**Binned density of states of bcc titanium: state counting and simple band models**

The table holds the total density of states of ideal bcc Ti, averaged over bins of 0.608 eV, from an all-electron FLAPW calculation with FLEUR in LDA+U (U = 6 eV on the d shell), without spin polarisation or spin-orbit coupling. The program counts states, fits a free-electron curve to the low tail, and adds ten d states from either two-shell canonical tight binding or a rectangular band, using the known rows only. It then compares fixed counting forecasts and both models with the three withheld bins. The tail has free-electron size, the count reaches 3.89 at the Fermi level, and the pseudogap lies at 5.56 to 5.82 states. The counting forecasts fall within about half of their bars, tight binding overcounts the withheld bins (5.03 against 3.29 states), and the rectangle misses the upper peak by 2.5 bars.

FLEUR MaX-R8.1 (later development tree), all-electron FLAPW, non-magnetic LDA+U (U = 6 eV, J = 0.5 eV on the Ti d shell, around mean field), for unrelaxed bcc Ti at 17.68 Å³ per atom. The k-mesh is 11×11×11, with Fermi-Dirac smearing of 0.05 eV and no spin-orbit coupling. The density of states is per one-atom cell, for both spins, averaged over equal energy bins.

## Script

```python
# Table: binned total density of states (states/eV per atom, both spins) of bcc Ti, FLEUR all-electron
# FLAPW, LDA, no spin polarisation, no spin-orbit. Tested: state counting, and a free-electron sp background
# plus ten d states (two-shell canonical tight binding, or a rectangular band), fitted on known rows only.
T = {
    'energy': [-9.848, -9.24, -8.632, -8.024, -7.416, -6.808, -6.2, -5.591, -4.983, -4.375, -3.767, -3.159, -2.551, -1.943, -1.335, -0.727, -0.119, 0.489, 1.097, 1.705, 2.313, 2.922, 3.53, 4.138],  # eV
    'density_of_states': [0.0, 0.0, 0.0, 0.0, 0.0, 0.0, 0.0, 0.04, 0.11, 0.12, 0.16, 0.3, 0.45, 1.0, 1.25, 1.23, 2.49, 2.0, 0.42, 0.94, 1.97, 3.17, 1.53, 0.71],  # states/eV
}
HELD = [21, 22, 23]  # rows withheld from the fit
import numpy as np, itertools
from scipy import constants as sc
E = np.array(T['energy'], float); g = np.array(T['density_of_states'], float)
kn = np.array([i for i in range(len(E)) if i not in HELD]); H = np.array(HELD)
w = (E[-1]-E[0])/(len(E)-1); ed = np.append(E-w/2, E[-1]+w/2)
cum = np.append(0, np.cumsum(g[kn])*w); ek = ed[:len(kn)+1]; N = lambda x: np.interp(x, ek, cum)
im = min((i for i in kn if E[i] > 0), key=lambda i: g[i]); iF = int(np.argmin(abs(E)))
print(f"bin width {w:.3f} eV; values rounded to 0.01, so +-0.005 states/eV")
print(f"states below E_F {N(0):.2f} (valence electrons 4, off by {100*(N(0)/4-1):+.1f} %)")
print(f"minimum at {E[im]:.3f} eV: count {cum[im]:.2f} to {cum[im+1]:.2f}; Fermi bin / minimum = {g[iF]/g[im]:.1f}")
print(f"Stoner product, rough recalled I = 0.7 eV times bin mean per spin: {0.7*g[iF]/2:.2f}")
print(f"states below {ek[-1]:.3f} eV: {cum[-1]:.2f}; left to 10: {10-cum[-1]:.2f}, to 12: {12-cum[-1]:.2f}")
print(f"counting bracket, mean of withheld bins: {(10-cum[-1])/(len(H)*w):.2f} to {(12-cum[-1])/(len(H)*w):.2f} states/eV")
V = 17.68e-30  # m^3 per atom, from the description of the run
C = V/(2*np.pi**2)*(2*sc.m_e*sc.e/sc.hbar**2)**1.5
csp = lambda x, E0: 2/3*C*np.clip(x-E0, 0, None)**1.5
tl = kn[E[kn] < -3.5]; dr = kn[E[kn] > -3.5]
E0 = min(np.linspace(-6.5, -5, 601), key=lambda e: ((np.diff(csp(ed, e))[tl]/w-g[tl])**2).sum())
sp = np.diff(csp(ed, E0))/w
print(f"free electrons: prefactor {C:.4f} states/eV^1.5, fitted band bottom {E0:.2f} eV")
for i in tl[g[tl] > 0]: print(f"  E {E[i]:6.3f} eV  table {g[i]:.3f}  free {sp[i]:.3f}  diff {sp[i]-g[i]:+.3f}")
print(f"free-electron count at E_F {csp(0., E0):.2f}, at minimum {csp(E[im], E0):.2f}, at window end {csp(ed[-1], E0):.2f}")
# canonical d band: orbitals as traceless symmetric tensors, lengths in units of a
u = np.eye(3); o = np.outer
Q = np.array([(o(u[a], u[b])+o(u[b], u[a]))/2**.5 for a, b in ((0, 1), (1, 2), (0, 2))]
             + [np.diag([1., -1, 0])/2**.5, np.diag([-1., -1, 2])/6**.5])
f = (np.arange(36)+.5)/36
k = np.array(list(itertools.product(f, f, f))) @ (2*np.pi*(1-u)); Hk = np.zeros((len(k), 5, 5))
for R in [np.array(r) for r in itertools.product((.5, -.5), repeat=3)]+list(u)+list(-u):
    d = np.linalg.norm(R); n = R/d; Qn = Q @ n; s = Qn @ n; v = Qn-o(s, n)
    Ps = 1.5*o(s, s); Pp = 2*v @ v.T
    Hk += np.cos(k @ R)[:, None, None]*(-6*Ps+4*Pp-(np.eye(5)-Ps-Pp))/d**5
tb = np.sort(np.linalg.eigvalsh(Hk).ravel()); tb /= tb[-1]-tb[0]
cs = np.linspace(-0.5, 3, 141); Ws = np.linspace(4, 11, 141)
def fit(eps, name):
    x = (ed[None, None, :]-cs[:, None, None])/Ws[None, :, None]
    m = np.diff(10*np.searchsorted(eps, x)/len(eps), axis=2)/w+sp
    r = np.sqrt(((m[..., dr]-g[dr])**2).mean(-1)); a, b = np.unravel_index(r.argmin(), r.shape)
    ok = m[r <= 1.15*r.min()]; bar = np.hypot(r.min(), (ok.max(0)-ok.min(0))/2)
    nF = 10*np.searchsorted(eps, -cs[a]/Ws[b])/len(eps)+csp(0., E0)
    print(f"{name}: centre {cs[a]:.2f}, width {Ws[b]:.2f}, edges {cs[a]+Ws[b]*eps[0]:.2f} to {cs[a]+Ws[b]*eps[-1]:.2f} eV")
    print(f"  rms {r.min():.2f} states/eV on {len(dr)} rows; count at E_F {nF:.2f}")
    return m[a, b], bar
mt, bt = fit(tb, "tight binding + free"); mr, br = fit(np.linspace(-.5, .5, 20001), "rectangle + free")
print("fitted rows: E (eV), table, count to bin top, tight binding (diff), rectangle (diff)")
for i in dr: print(f"  {E[i]:6.3f} {g[i]:.2f} {cum[i+1]:5.2f}  {mt[i]:.2f} ({mt[i]-g[i]:+.2f})  {mr[i]:.2f} ({mr[i]-g[i]:+.2f})")
j = dr[np.argmax(abs(mt[dr]-g[dr]))]; print(f"worst tight-binding row {E[j]:.3f} eV, diff {mt[j]-g[j]:+.2f} states/eV")
assert 3.8 < N(0) < 4.2
assert 5.3 < N(E[im]) < 6.3 and 0 < g[im] < g[iF]/3
assert abs(sp[tl]-g[tl]).max() < 0.04
fc = [(3.0, 0.8), (1.9, 0.8), (1.0, 0.6)]  # forecasts from counting and the known bcc shape, fixed beforehand
print("withheld rows, predictions in states/eV (bar: rms and spread of near-equal fits)")
for i, (p, b) in zip(H, fc): print(f"  {E[i]:.3f} eV: forecast {p:.1f}+-{b:.1f}; tight binding {mt[i]:.2f}+-{bt[i]:.2f}; rectangle {mr[i]:.2f}+-{br[i]:.2f}")
print("computed value and misses (prediction minus computed, and in units of the bar)")
for i, (p, b) in zip(H, fc):
    print(f"  {E[i]:.3f} eV: {g[i]:.2f}; forecast {p-g[i]:+.2f} ({(p-g[i])/b:+.1f}); tight binding {mt[i]-g[i]:+.2f} ({(mt[i]-g[i])/bt[i]:+.1f}); rectangle {mr[i]-g[i]:+.2f} ({(mr[i]-g[i])/br[i]:+.1f})")
print(f"states in withheld bins: forecast 3.0 to 4.4, tight binding {mt[H].sum()*w:.2f}, rectangle {mr[H].sum()*w:.2f}, computed {g[H].sum()*w:.2f}")
print(f"computed mean of withheld bins {g[H].mean():.2f} states/eV; total to {ed[-1]:.2f} eV {g.sum()*w:.2f} states")
p = int(g.argmax()); print(f"largest bin {g[p]:.2f} at {E[p]:.3f} eV, count {g[:p].sum()*w:.2f} to {g[:p+1].sum()*w:.2f}, ratio to Fermi bin {g[p]/g[iF]:.2f}")
```

Printed output:

```
bin width 0.608 eV; values rounded to 0.01, so +-0.005 states/eV
states below E_F 3.89 (valence electrons 4, off by -2.8 %)
minimum at 1.097 eV: count 5.56 to 5.82; Fermi bin / minimum = 5.9
Stoner product, rough recalled I = 0.7 eV times bin mean per spin: 0.87
states below 2.618 eV: 7.59; left to 10: 2.41, to 12: 4.41
counting bracket, mean of withheld bins: 1.32 to 2.42 states/eV
free electrons: prefactor 0.1204 states/eV^1.5, fitted band bottom -5.70 eV
  E -5.591 eV  table 0.040  free 0.035  diff -0.005
  E -4.983 eV  table 0.110  free 0.101  diff -0.009
  E -4.375 eV  table 0.120  free 0.138  diff +0.018
  E -3.767 eV  table 0.160  free 0.167  diff +0.007
free-electron count at E_F 1.09, at minimum 1.42, at window end 2.59
tight binding + free: centre 1.77, width 7.00, edges -2.42 to 4.58 eV
  rms 0.44 states/eV on 10 rows; count at E_F 3.38
rectangle + free: centre 2.23, width 8.55, edges -2.05 to 6.50 eV
  rms 0.56 states/eV on 10 rows; count at E_F 3.49
fitted rows: E (eV), table, count to bin top, tight binding (diff), rectangle (diff)
  -3.159 0.30  0.44  0.19 (-0.11)  0.19 (-0.11)
  -2.551 0.45  0.72  0.23 (-0.22)  0.21 (-0.24)
  -1.943 1.00  1.33  0.32 (-0.68)  1.02 (+0.02)
  -1.335 1.25  2.09  0.53 (-0.72)  1.42 (+0.17)
  -0.727 1.23  2.83  1.81 (+0.58)  1.44 (+0.21)
  -0.119 2.49  4.35  2.81 (+0.32)  1.45 (-1.04)
   0.489 2.00  5.56  1.92 (-0.08)  1.47 (-0.53)
   1.097 0.42  5.82  1.02 (+0.60)  1.48 (+1.06)
   1.705 0.94  6.39  1.12 (+0.18)  1.50 (+0.56)
   2.313 1.97  7.59  1.81 (-0.16)  1.51 (-0.46)
worst tight-binding row -1.335 eV, diff -0.72 states/eV
withheld rows, predictions in states/eV (bar: rms and spread of near-equal fits)
  2.922 eV: forecast 3.0+-0.8; tight binding 4.27+-1.65; rectangle 1.52+-0.65
  3.530 eV: forecast 1.9+-0.8; tight binding 2.30+-1.42; rectangle 1.54+-0.65
  4.138 eV: forecast 1.0+-0.6; tight binding 1.70+-0.75; rectangle 1.55+-0.65
computed value and misses (prediction minus computed, and in units of the bar)
  2.922 eV: 3.17; forecast -0.17 (-0.2); tight binding +1.10 (+0.7); rectangle -1.65 (-2.5)
  3.530 eV: 1.53; forecast +0.37 (+0.5); tight binding +0.77 (+0.5); rectangle +0.01 (+0.0)
  4.138 eV: 0.71; forecast +0.29 (+0.5); tight binding +0.99 (+1.3); rectangle +0.84 (+1.3)
states in withheld bins: forecast 3.0 to 4.4, tight binding 5.03, rectangle 2.80, computed 3.29
computed mean of withheld bins 1.80 states/eV; total to 4.44 eV 10.88 states
largest bin 3.17 at 2.922 eV, count 7.59 to 9.52, ratio to Fermi bin 1.27
```
